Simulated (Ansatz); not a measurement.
Crystal: P.

```
P
1.0
     1.64774   -5.46504    0.00000
     1.64774    5.46504    0.00000
     0.00000    0.00000    4.54364
P
4
Cartesian
  1.6477 -4.4173 2.6754
  1.6477 4.4173 1.8683
  1.6477 -1.0477 0.4035
  1.6477 1.0477 4.1401
```

Base run:

```yaml
Program: Ansatz 0.2.0
Functional: PBE
Potentials_or_basis: all-electron LAPW, scalar-relativistic
Cutoff: 247 eV
Density_cutoff: 986 eV
Basis_error_allowed: 0.001 eV/atom
k_mesh: 8 × 8 × 6
Occupations: fermi-dirac, width 0.05 eV
Spin: no spin polarisation
```

Its results: band gap on the k mesh 0.10 eV, direct; pressure 2.0 GPa; largest force 0.335 eV/Å.

Q: The run is repeated on the same cell with these changes: functional from PBE to PBEsol. What comes out?

A: Band gap on the k mesh 0.01 eV, direct; pressure -0.6 GPa; largest force 0.294 eV/Å.

PBEsol binds more tightly than PBE, so the same cell stands under less pressure.

A k mesh can miss the band edges.

Not every run made on this cell is shown here.
